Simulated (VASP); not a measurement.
O under changes of volume

One of the cells (11.287 Å³/atom); the others are scaled copies at fixed shape and fractional positions:

```
O
1.0
     0.00000    1.90240    3.92466
     1.51172    0.00000    3.92466
     1.51172    1.90240    0.00000
O
2
Direct
  0.57890 0.57890 0.42110
  0.42110 0.42110 0.57890
```

- Program: VASP 6.6.1
- Functional: PBE
- Potentials or basis: VASP PAW PBE potentials, release 64 (O)
- Cutoff: 520 eV
- k mesh: 12 × 12 × 12
- Occupations: fermi-dirac, width 0.05 eV
- Spin: no spin polarisation

| volume (Å³/atom) | energy over the lowest point (meV/atom) | pressure (GPa) | largest force (eV/Å) |
| --- | --- | --- | --- |
| 10.402 | 21.52 | 9.1 | 1.800 |
| 10.623 | 10.45 | 6.0 | 1.111 |
| 10.844 | 3.43 | 3.3 | 0.471 |
| 11.287 | 0.00 | -1.4 | 0.671 |
| 11.508 | ? | ? | ? |
| 11.730 | 8.43 | -5.3 | 1.656 |

What does the run at 11.508 Å³/atom give?

Energy over the lowest point 2.88 meV/atom; pressure -3.5 GPa; largest force 1.182 eV/Å.

Worked out: A Birch-Murnaghan fit of order 3 (a polynomial in V^(-2/3)) to the other rows has its minimum at 11.18 Å³/atom with B0 = V·E''(V) = 114 GPa and B' = 4.4 at fixed shape and positions, which overstates the stiffness. It gives 2.88 meV/atom at 11.508 Å³/atom, against the run's 2.88, and -dE/dV = -3.1 GPa, against -3.5.

Energies are extrapolated to zero smearing.

Caveats: the standard files for N, O and F lose accuracy on very short bonds; spin is off for a triplet molecule; forces of over 1 eV/Å show positions far from the minimum, so gaps and moduli don't describe the material at rest (some runs).
